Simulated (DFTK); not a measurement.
Cl:

```xyz
4
Lattice="3.1450 -2.2500 0.0000 3.1450 2.2500 0.0000 0.0000 0.0000 8.2100" Properties=species:S:1:pos:R:3 pbc="T T T"
Cl    3.1450    0.5850    3.2840
Cl    3.1450    1.6650    7.3890
Cl    3.1450   -0.5850    4.9260
Cl    3.1450   -1.6650    0.8210
```

Base run:

```yaml
Program: DFTK 0.8.2
Functional: PBEsol
Potentials_or_basis: SG15 1.2 (PBE)
Cutoff: 952 eV
k_mesh: 5 × 5 × 3
Occupations: fermi-dirac, width 0.05 eV
Spin: no spin polarisation
```

Its results: band gap on the k mesh 2.44 eV, indirect (least direct gap 2.49 eV); largest force 0.188 eV/Å.

Task: The run is repeated on the same cell with these changes: functional from PBEsol to LDA; potentials or basis from SG15 1.2 (PBE) to cp2k.nc.sr.lda.v0_1.semicore.gth (LDA, GTH). What comes out?

Result: Band gap on the k mesh 2.33 eV, indirect (least direct gap 2.38 eV); largest force 0.333 eV/Å.

Caveats: the potentials were made for another functional, which shifts forces and pressure (some runs).
